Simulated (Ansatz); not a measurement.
**BeTe: zone-centre modes at 5.7 GPa**

Level of theory: DFT LDA, scalar-relativistic, plane waves, PAW in Ansatz 0.2.0. Cutoff 420 eV, 14×14×14 k-points (Γ-centred), Fermi-Dirac smearing of 0.15 eV. No spin polarisation. Phonons by linear response, acoustic sum rule imposed.

The cell is fixed (symmetry leaves no force on the atoms) and stands under 5.7 GPa:
```
CELL_PARAMETERS angstrom
3.22320 0.00000 0.00000
0.00000 3.22320 0.00000
0.00000 0.00000 3.22320
ATOMIC_POSITIONS crystal
Be 0.00000 0.00000 0.00000
Te 0.50000 0.50000 0.50000
```

The cell is the ideal cubic caesium chloride prototype; this isn't the usual structure of the compound. In a metal, frequencies and elastic constants depend on the k mesh and the smearing, soft modes and shear constants most.

Optical modes at Γ; i marks an imaginary frequency:
| frequency (cm⁻¹) | degeneracy |
| --- | --- |
| 54 | 3 |

All 3 optical modes at Γ are real: no displacement of atoms at fixed cell lowers the energy to second order. Strains and modes at other wave vectors aren't tested by this run.

Cost: 1 run of about 0.3 core-minutes, on Intel Xeon 6975P-C (Granite Rapids) (shared hosts).